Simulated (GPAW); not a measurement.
The system is Al.

```
Al
1.0
    -1.59122    1.59122    1.59122
     1.59122   -1.59122    1.59122
     1.59122    1.59122   -1.59122
Al
1
Cartesian
  0.0000 0.0000 0.0000
```

This isn't the form of Al at room conditions, which is fcc.

- Program: GPAW 26.7.0
- Task: single point
- Functional: PBEsol
- Potentials or basis: PAW data sets generated in the run's folder for this functional
- Cutoff: 600 eV
- Basis: pw
- k mesh: 12 × 12 × 12
- Occupations: fermi-dirac, width 0.05 eV
- Spin: no spin polarisation

On this cell: pressure 2.4 GPa; band gap on the k mesh none (metal or under the smearing width).

The same run follows on a disturbed copy (cell strained at random at fixed volume):

```
Al
1.0
    -1.69895    1.56431    1.60080
     1.63095   -1.58291    1.55140
     1.66037    1.54432   -1.61940
Al
1
Direct
  0.99931 0.01239 0.00585
```

Task: What changes?

Result: The energy (extrapolated to zero smearing) moves by +1.5 meV/atom; pressure 2.5 GPa; band gap on the k mesh none (metal or under the smearing width).

Stress tensor (GPa, compression positive):
```
3.65 0.47 1.42
0.47 1.98 0.59
1.42 0.59 2.01
```
